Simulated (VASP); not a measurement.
**BN (Qingsongite): cell size and functional**

Which functional gives which lattice for BN (Qingsongite)? The starting structure is a measured crystal structure from the Crystallography Open Database. The first relaxation on each setting starts from this cell expanded by 3 % in volume.

Method: Kohn-Sham DFT with plane waves and PAW; PBEsol, LDA, PBE, PBEsol + D3(BJ), r2SCAN, r2SCAN + rVV10, rev-vdW-DF2 and RPBE, in VASP 6.6.1.

### 1. The starting structure

It takes space group F-43m (No. 216, cubic). The conventional cell has a = 3.615 Å, b = 3.615 Å, c = 3.615 Å, α = 90.00°, β = 90.00°, γ = 90.00°. Nearest to N lie 4 B at 1.57 Å. B has 4 N at 1.57 Å nearest. Farther neighbours and most contacts between anions are not listed.

### 2. Relaxation with PBEsol

PBEsol restores the gradient expansion of exchange and is tuned for the cells of solids. This run starts from the cell of an earlier relaxation, which isn't shown; the restart sets up the plane waves anew.

Input file INCAR:

```
SYSTEM = BN
PREC = Accurate
ENCUT = 520
EDIFF = 1E-06
NELM = 100
ISMEAR = 0
SIGMA = 0.03
LREAL = .FALSE.
ALGO = Normal
GGA = PS
NBANDS = 10
LORBIT = 11
LWAVE = .FALSE.
LCHARG = .FALSE.
KPAR = 4
IBRION = 2
NSW = 50
ISIF = 3
EDIFFG = -0.006
```

Input file POSCAR:

```
BN
1.0
    0.0000000000      1.8038801229      1.8038801229
    1.8038801229      0.0000000000      1.8038801229
    1.8038801229      1.8038801229      0.0000000000
N B
1 1
Direct
    0.7500000000      0.7500000000      0.7500000000
    0.0000000000      0.0000000000      0.0000000000
```

Input file KPOINTS:

```
Automatic mesh
0
Gamma
10 10 10
0 0 0
```

PAW data sets: N and B (PBE family, release 64).

Command:

```bash
mpirun -np 4 vasp_std
```

What it wrote:

```text
[banner, memory and clock lines left out]
running    4 mpi-ranks, on    1 nodes
 distrk:  each k-point on    1 cores,    4 groups
 distr:  one band on    1 cores,    1 groups

 POSCAR found type information on POSCAR N B
 POSCAR found :  2 types and       2 ions
|                                                                             |
|               ----> ADVICE to this user running VASP <----                  |
|                                                                             |
|     You enforced a specific xc type in the INCAR file but a different       |
|     [... a line on the potential file left out ...]
|     I HOPE YOU KNOW WHAT YOU ARE DOING!                                     |
|                                                                             |

 LDA part: xc-table for (Slater+PW92), standard interpolation
 POSCAR, INCAR and KPOINTS ok, starting setup
 FFT: planning ... GRIDC
 FFT: planning ... GRID_SOFT
 FFT: planning ... GRID
 WAVECAR not read
 entering main loop
       N       E                     dE             d eps       ncg     rms          rms(c)
DAV:   1     0.851966068169E+01    0.85197E+01   -0.49594E+03   980   0.793E+02
DAV:   2    -0.188347583891E+02   -0.27354E+02   -0.26165E+02  1110   0.169E+02
DAV:   3    -0.193008123989E+02   -0.46605E+00   -0.46536E+00  1088   0.194E+01
DAV:   4    -0.193013714615E+02   -0.55906E-03   -0.55905E-03  1026   0.739E-01
DAV:   5    -0.193013719937E+02   -0.53221E-06   -0.53194E-06  1090   0.232E-02    0.659E+00
DAV:   6    -0.184532255374E+02    0.84815E+00   -0.27556E+00  1000   0.103E+01    0.328E+00
DAV:   7    -0.183675472050E+02    0.85678E-01   -0.10164E-01  1008   0.271E+00    0.188E+00
DAV:   8    -0.183468929120E+02    0.20654E-01   -0.35221E-02  1054   0.137E+00    0.182E-01
DAV:   9    -0.183468958996E+02   -0.29876E-05   -0.79061E-04  1014   0.256E-01    0.771E-02
DAV:  10    -0.183469132221E+02   -0.17322E-04   -0.61573E-05  1034   0.732E-02    0.129E-02
DAV:  11    -0.183469150085E+02   -0.17864E-05   -0.49550E-06  1072   0.173E-02    0.820E-03
DAV:  12    -0.183469149876E+02    0.20858E-07   -0.12257E-06   536   0.789E-03
   1 F= -.18346915E+02 E0= -.18346915E+02  d E =-.183469E+02
 curvature:   0.00 expect dE= 0.000E+00 dE for cont linesearch  0.000E+00
 trial: gam= 0.00000 g(F)=  0.245E-50 g(S)=  0.856E-06 ort = 0.000E+00 (trialstep = 0.100E+01)
 search vector abs. value=  0.856E-06
 reached required accuracy - stopping structural energy minimisation
```

Run time: 4.2 s. Hardware: 4 MPI ranks of Intel Xeon Platinum 8375C at 2.90GHz (Ice Lake), shared host; peak memory 0.46 GiB; 12 s of CPU time.

The logs omit lines about the potential files and the build; timing stands in the text.

Parts of OUTCAR (step 2):

```text
ion  position               nearest neighbor table
   1  0.750  0.750  0.750-   2 1.56   2 1.56   2 1.56   2 1.56
   2  0.000  0.000  0.000-   1 1.56   1 1.56   1 1.56   1 1.56

  LATTYP: Found a face centered cubic cell.
 ALAT       =     3.6077602458

 Subroutine GETGRP returns: Found 24 space group operations
 (whereof 24 operations were pure point group operations)

The static configuration has the point symmetry T_d .

 Found     47 irreducible k-points:

   k-points           NKPTS =     47   k-points in BZ     NKDIM =     47   number of bands    NBANDS=     10

   dimension x,y,z NGX =    20 NGY =   20 NGZ =   20
   dimension x,y,z NGXF=    40 NGYF=   40 NGZF=   40

   ENCUT  =  520.0 eV  38.22 Ry    6.18 a.u.   4.74  4.74  4.74*2*pi/ulx,y,z

   NELECT =       8.0000    total number of electrons

 k-points in reciprocal lattice and weights: Automatic mesh
   0.00000000  0.00000000  0.00000000       0.001
   0.10000000  0.00000000  0.00000000       0.008
   0.20000000  0.00000000  0.00000000       0.008
   0.30000000  0.00000000  0.00000000       0.008
   0.40000000  0.00000000  0.00000000       0.008
   0.50000000  0.00000000  0.00000000       0.004
   0.10000000  0.10000000  0.00000000       0.006
   0.20000000  0.10000000  0.00000000       0.024
   0.30000000  0.10000000  0.00000000       0.024
[...]
-0.30000000  0.40000000  0.20000000       0.024
  -0.30000000  0.50000000  0.20000000       0.012

 average (electrostatic) potential at core
       1 -60.3281       2 -24.4096

 E-fermi :   7.6427

 k-point     1 :       0.0000    0.0000    0.0000
  band No.  band energies     occupation
      1     -12.8846      2.00000
      2       7.4371      2.00000
      3       7.4371      2.00000
      4       7.4371      2.00000
      5      16.2270      0.00000
      6      16.2270      0.00000
      7      16.2270      0.00000
      8      17.8018      0.00000
      9      32.0598      0.00000
    ...

 k-point     2 :       0.1000    0.0000    0.0000
  band No.  band energies     occupation
      1     -12.6389      2.00000
      2       6.1525      2.00000
      3       7.1793      2.00000
      4       7.1793      2.00000
      5      16.5017      0.00000
      6      16.6157      0.00000
      7      16.6157      0.00000
      8      18.6020      0.00000
      9      31.7107      0.00000
    ...

 k-point     3 :       0.2000    0.0000    0.0000
  band No.  band energies     occupation
      1     -11.9153      2.00000
      2       3.4089      2.00000
      3       6.6014      2.00000
      4       6.6014      2.00000
      5      16.8895      0.00000
      6      17.4151      0.00000
      7      17.4151      0.00000
      8      20.2490      0.00000
      9      31.0050      0.00000
    ...

  Total       -0.0034387     -0.0034387     -0.0034387      0.0000000     -0.0000000      0.0000000
  in kB       -0.4692997     -0.4692997     -0.4692997      0.0000000     -0.0000000      0.0000000
  external PRESSURE =      -0.4692997 kB  Pullay stress =       0.0000000 kB

  energy-cutoff  :      520.00
  volume of cell :       11.74
      direct lattice vectors                 reciprocal lattice vectors
     0.000000000  1.803880123  1.803880123    -0.277180281  0.277180281  0.277180281
     1.803880123  0.000000000  1.803880123     0.277180281 -0.277180281  0.277180281
     1.803880123  1.803880123  0.000000000     0.277180281  0.277180281 -0.277180281

 POSITION                                       TOTAL-FORCE (eV/Angst)
 -----------------------------------------------------------------------------------
      2.70582      2.70582      2.70582         0.000000      0.000000      0.000000
      0.00000      0.00000      0.00000        -0.000000     -0.000000     -0.000000
 -----------------------------------------------------------------------------------
    total drift:                               -0.000000     -0.000000     -0.000000

  FREE ENERGIE OF THE ION-ELECTRON SYSTEM (eV)
  ---------------------------------------------------
  free  energy   TOTEN  =       -18.3469149876 eV

  energy  without entropy=      -18.3469149876  energy(sigma->0) =      -18.34691499

 reached required accuracy - stopping structural energy minimisation

 total charge
# of ion       s       p       d       tot
------------------------------------------
    1        1.208   2.759   0.000   3.967
    2        0.677   1.368   0.000   2.045
--------------------------------------------------
tot          1.885   4.128   0.000   6.012

[... 3 further parts left out ...]
```

The PAW data sets were made with PBE, which is usual practice but a small mismatch for other functionals. The run keeps the 24 symmetry operations of its start, so it cannot find a distortion of lower symmetry.

With PBEsol the relaxed cell holds 5.870 Å³ an atom, -0.60 % against the measured cell, with a = 3.608 Å. Pressures at 0.985 and 1.015 times this volume, from two more relaxations that aren't shown, give a bulk modulus of 387.3 GPa.

### 3. Relaxation with LDA

LDA, the lowest rung, knows the local density alone. This run starts from the cell of an earlier relaxation, which isn't shown; the restart sets up the plane waves anew.

INCAR: that of step 2 with these lines changed.

```diff
@@ -9,3 +9,3 @@
 ALGO = Normal
-GGA = PS
+GGA = CA
 NBANDS = 10
```

Input file POSCAR:

```
BN
1.0
    0.0000000000      1.7919852098      1.7919852098
    1.7919852098      0.0000000000      1.7919852098
    1.7919852098      1.7919852098      0.0000000000
N B
1 1
Direct
    0.7500000000      0.7500000000      0.7500000000
    0.0000000000      0.0000000000      0.0000000000
```

KPOINTS is that of step 2.

The projector-augmented-wave data sets are N and B (LDA family, release 64).

Command:

```bash
mpirun -np 4 vasp_std
```

What it wrote:

```text
[banner, memory and clock lines left out]
running    4 mpi-ranks, on    1 nodes
[...]
LDA part: xc-table for (Slater(with rela. corr.)+CA(PZ))
 , standard interpolation
 POSCAR, INCAR and KPOINTS ok, starting setup
[...]
entering main loop
       N       E                     dE             d eps       ncg     rms          rms(c)
DAV:   1     0.641094016017E+01    0.64109E+01   -0.50430E+03   980   0.786E+02
DAV:   2    -0.202126088210E+02   -0.26624E+02   -0.26024E+02  1162   0.157E+02
DAV:   3    -0.205923180026E+02   -0.37971E+00   -0.37918E+00  1078   0.160E+01
DAV:   4    -0.205927875424E+02   -0.46954E-03   -0.46953E-03  1028   0.655E-01
[...]
DAV:   9    -0.194139394231E+02    0.15179E-03   -0.89173E-04  1022   0.277E-01    0.826E-02
DAV:  10    -0.194139238054E+02    0.15618E-04   -0.43256E-05  1062   0.668E-02    0.138E-02
DAV:  11    -0.194139242702E+02   -0.46483E-06   -0.18503E-06   720   0.971E-03
   1 F= -.19413924E+02 E0= -.19413924E+02  d E =-.194139E+02
[...]
reached required accuracy - stopping structural energy minimisation
```

Wall time 2 s (4 MPI ranks); peak memory 0.44 GiB; 5.5 s of CPU time.

OUTCAR, selected parts (step 3):

```text
  Total       -0.0096907     -0.0096907     -0.0096907      0.0000000     -0.0000000     -0.0000000
  in kB       -1.3490650     -1.3490650     -1.3490650      0.0000000     -0.0000000     -0.0000000
  external PRESSURE =      -1.3490650 kB  Pullay stress =       0.0000000 kB

 POSITION                                       TOTAL-FORCE (eV/Angst)
 -----------------------------------------------------------------------------------
      2.68798      2.68798      2.68798        -0.000000     -0.000000     -0.000000
      0.00000      0.00000      0.00000         0.000000      0.000000      0.000000
 -----------------------------------------------------------------------------------
    total drift:                                0.000000      0.000000      0.000000

  FREE ENERGIE OF THE ION-ELECTRON SYSTEM (eV)
  ---------------------------------------------------
  free  energy   TOTEN  =       -19.4139242702 eV

  energy  without entropy=      -19.4139242702  energy(sigma->0) =      -19.41392427

[... 2 parts as in an earlier step ...]

[... 2 further parts left out ...]
[key lines of the parts left out:]
E-fermi :   7.8657
```

With LDA the relaxed cell holds 5.754 Å³ an atom, -2.55 % against the measured cell, with a = 3.584 Å. That is -1.97 % from PBEsol. Pressures at 0.985 and 1.015 times this volume, from two more relaxations that aren't shown, give a bulk modulus of 402.4 GPa.

### 4. Relaxation with PBE

PBE, the usual starting point, adds the gradient of the density. This run starts from the cell of an earlier relaxation, which isn't shown; the restart sets up the plane waves anew.

INCAR: that of step 3 with these lines changed.

```diff
@@ -9,3 +9,3 @@
 ALGO = Normal
-GGA = CA
+GGA = PE
 NBANDS = 10
```

Input file POSCAR:

```
BN
1.0
    0.0000000000      1.8127286046      1.8127286046
    1.8127286046      0.0000000000      1.8127286046
    1.8127286046      1.8127286046      0.0000000000
N B
1 1
Direct
    0.7500000000      0.7500000000      0.7500000000
    0.0000000000      0.0000000000      0.0000000000
```

KPOINTS is that of step 3.

PAW data sets: N and B (PBE family, release 64).

Command:

```bash
mpirun -np 4 vasp_std
```

What it wrote:

```text
[banner, memory and clock lines left out]
running    4 mpi-ranks, on    1 nodes
[...]
LDA part: xc-table for (Slater+PW92), standard interpolation
 POSCAR, INCAR and KPOINTS ok, starting setup
[...]
entering main loop
       N       E                     dE             d eps       ncg     rms          rms(c)
DAV:   1     0.101631175366E+02    0.10163E+02   -0.51211E+03   964   0.803E+02
DAV:   2    -0.179297781524E+02   -0.28093E+02   -0.27283E+02  1184   0.170E+02
DAV:   3    -0.184021739882E+02   -0.47240E+00   -0.47159E+00  1120   0.196E+01
DAV:   4    -0.184027794998E+02   -0.60551E-03   -0.60549E-03  1020   0.718E-01
[...]
DAV:  10    -0.174509921111E+02   -0.82719E-04   -0.12065E-04  1016   0.100E-01    0.147E-02
DAV:  11    -0.174509973920E+02   -0.52808E-05   -0.10670E-05  1086   0.276E-02    0.105E-02
DAV:  12    -0.174509973461E+02    0.45887E-07   -0.19481E-06   584   0.102E-02
   1 F= -.17450997E+02 E0= -.17450997E+02  d E =-.174510E+02
[...]
reached required accuracy - stopping structural energy minimisation
```

The job ended after 2.8 s (4 MPI ranks; peak memory 0.45 GiB).

From OUTCAR (step 4):

```text
  Total        0.0005933      0.0005933      0.0005933      0.0000000      0.0000000      0.0000000
  in kB        0.0797915      0.0797915      0.0797915      0.0000000      0.0000000      0.0000000
  external PRESSURE =       0.0797915 kB  Pullay stress =       0.0000000 kB

 POSITION                                       TOTAL-FORCE (eV/Angst)
 -----------------------------------------------------------------------------------
      2.71909      2.71909      2.71909        -0.000000     -0.000000     -0.000000
      0.00000      0.00000      0.00000         0.000000      0.000000      0.000000
 -----------------------------------------------------------------------------------
    total drift:                               -0.000000     -0.000000     -0.000000

  FREE ENERGIE OF THE ION-ELECTRON SYSTEM (eV)
  ---------------------------------------------------
  free  energy   TOTEN  =       -17.4509973461 eV

  energy  without entropy=      -17.4509973461  energy(sigma->0) =      -17.45099735

[... 2 parts as in an earlier step ...]

[... 2 further parts left out ...]
[key lines of the parts left out:]
E-fermi :   7.5678
```

With PBE the relaxed cell holds 5.957 Å³ an atom, +0.87 % against the measured cell, with a = 3.625 Å. That is +1.48 % from PBEsol. Pressures at 0.985 and 1.015 times this volume, from two more relaxations that aren't shown, give a bulk modulus of 374.0 GPa.

### 5. Relaxation with PBEsol + D3(BJ)

D3 with Becke-Johnson damping keeps a finite attraction at short range. This run starts from the cell of an earlier relaxation, which isn't shown; the restart sets up the plane waves anew.

INCAR: that of step 4 with these lines changed.

```diff
@@ -9,3 +9,4 @@
 ALGO = Normal
-GGA = PE
+GGA = PS
+IVDW = 12
 NBANDS = 10
```

Input file POSCAR:

```
BN
1.0
    0.0000000000      1.7977077593      1.7977077593
    1.7977077593      0.0000000000      1.7977077593
    1.7977077593      1.7977077593      0.0000000000
N B
1 1
Direct
    0.7500000000      0.7500000000      0.7500000000
    0.0000000000      0.0000000000      0.0000000000
```

KPOINTS is that of step 4.

Command:

```bash
mpirun -np 4 vasp_std
```

What it wrote:

```text
[banner, memory and clock lines left out]
running    4 mpi-ranks, on    1 nodes
[...]
[... a notice as in an earlier step ...]

 LDA part: xc-table for (Slater+PW92), standard interpolation
 POSCAR, INCAR and KPOINTS ok, starting setup
[...]
entering main loop
       N       E                     dE             d eps       ncg     rms          rms(c)
DAV:   1     0.814613281707E+01    0.81461E+01   -0.49909E+03   964   0.796E+02
DAV:   2    -0.188285190197E+02   -0.26975E+02   -0.25963E+02  1180   0.168E+02
DAV:   3    -0.193156712534E+02   -0.48715E+00   -0.48654E+00  1106   0.193E+01
DAV:   4    -0.193162588303E+02   -0.58758E-03   -0.58757E-03  1016   0.757E-01
[...]
DAV:  10    -0.183452047906E+02   -0.16731E-04   -0.60972E-05  1032   0.728E-02    0.130E-02
DAV:  11    -0.183452065371E+02   -0.17465E-05   -0.48420E-06  1082   0.172E-02    0.823E-03
DAV:  12    -0.183452065159E+02    0.21180E-07   -0.11998E-06   518   0.784E-03
   1 F= -.18637867E+02 E0= -.18637867E+02  d E =-.186379E+02
[...]
reached required accuracy - stopping structural energy minimisation
```

Wall time 2.4 s (4 MPI ranks); peak memory 0.51 GiB.

OUTCAR, selected parts (step 5):

```text
 Edisp (eV)   -0.29266

  Total      -0.00666    -0.00666    -0.00666     0.00000     0.00000     0.00000
  in kB      -0.91886    -0.91886    -0.91886     0.00000     0.00000     0.00000
  external pressure =       -0.92 kB  Pullay stress =        0.00 kB

 POSITION                                       TOTAL-FORCE (eV/Angst)
 -----------------------------------------------------------------------------------
      2.69656      2.69656      2.69656        -0.000000     -0.000000     -0.000000
      0.00000      0.00000      0.00000         0.000000      0.000000      0.000000
 -----------------------------------------------------------------------------------
    total drift:                               -0.000000     -0.000000     -0.000000

  FREE ENERGIE OF THE ION-ELECTRON SYSTEM (eV)
  ---------------------------------------------------
  free  energy   TOTEN  =       -18.6378674827 eV

  energy  without entropy=      -18.6378674827  energy(sigma->0) =      -18.63786748

[... 2 parts as in an earlier step ...]

[... 2 further parts left out ...]
[key lines of the parts left out:]
E-fermi :   7.7568
```

With PBEsol + D3(BJ) the relaxed cell holds 5.810 Å³ an atom, -1.62 % against the measured cell, with a = 3.595 Å. That is -1.02 % from PBEsol. Pressures at 0.985 and 1.015 times this volume, from two more relaxations that aren't shown, give a bulk modulus of 393.9 GPa.

(Part 1 of 2 ends here.)

[Lines on the potential files, build, host, timing and source positions are cut from VASP's logs without a mark.]

[Logs are printed without paths, hosts, clocks, repeated set-up lines and the standing remarks that a program may print on its own settings, such as how far it seeks lower states.]

[Hosts, paths, dates, database ids (printed as entryN), source tags and the programs' standing remarks are cut or masked in the printed files.]
